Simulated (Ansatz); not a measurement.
Theory: Ansatz 0.2.0, DFT PBE, scalar-relativistic, plane waves, PAW. Settings: cutoff 420 eV, Γ-centred meshes spaced at most about 0.3 Å⁻¹, and about 0.25 Å⁻¹ or finer for metals (2π included), Gaussian smearing. No spin polarisation.

All energies are static (0 K, no zero-point motion).

**Question.** Order these relaxed structures of Cd3Hg2Te5 by energy, lowest first, with the energy over the lowest of them.
A.

```
CELL_PARAMETERS angstrom
-2.34658 2.34658 16.56626
2.34658 -2.34658 16.56626
2.34658 2.34658 -16.56626
ATOMIC_POSITIONS crystal
Cd 0.59961 0.59961 0.00000
Cd 0.40039 0.40039 0.00000
Cd 0.00000 0.00000 0.00000
Hg 0.19976 0.19976 0.00000
Hg 0.80024 0.80024 0.00000
Te 0.14934 0.64934 0.50000
Te 0.75000 0.25000 0.50000
Te 0.35066 0.85066 0.50000
Te 0.95020 0.45021 0.50000
Te 0.54980 0.04979 0.50000
```

B.

```
CELL_PARAMETERS angstrom
-2.16651 2.16651 15.35894
2.16651 -2.16651 15.35894
2.16651 2.16651 -15.35894
ATOMIC_POSITIONS crystal
Cd 0.70034 0.70034 0.00000
Cd 0.29966 0.29966 0.00000
Cd 0.50000 0.50000 0.00000
Hg 0.90028 0.90028 0.00000
Hg 0.09972 0.09972 0.00000
Te 0.79899 0.79899 0.00000
Te 0.39985 0.39985 0.00000
Te 0.00000 0.00000 0.00000
Te 0.60015 0.60015 0.00000
Te 0.20101 0.20101 0.00000
```

**Answer.** A (0 meV/atom), B (168 meV/atom). Forms: A I-4m2; B I4/mmm. Counting Te atoms around Cd and Hg (those within 1.25 times the shortest such distance or 1.15 times the sum of covalent radii, 1.27 where that leaves under three): A has Cd 4, Hg 4; B has Cd 6, Hg 6. Both come from invented guesses.

Spin–orbit coupling, which can matter for Hg and Te, is left out. Cells relaxed within their symmetry can be saddle points. Some types were kept out of the candidates beforehand, so the set may lack a known form.
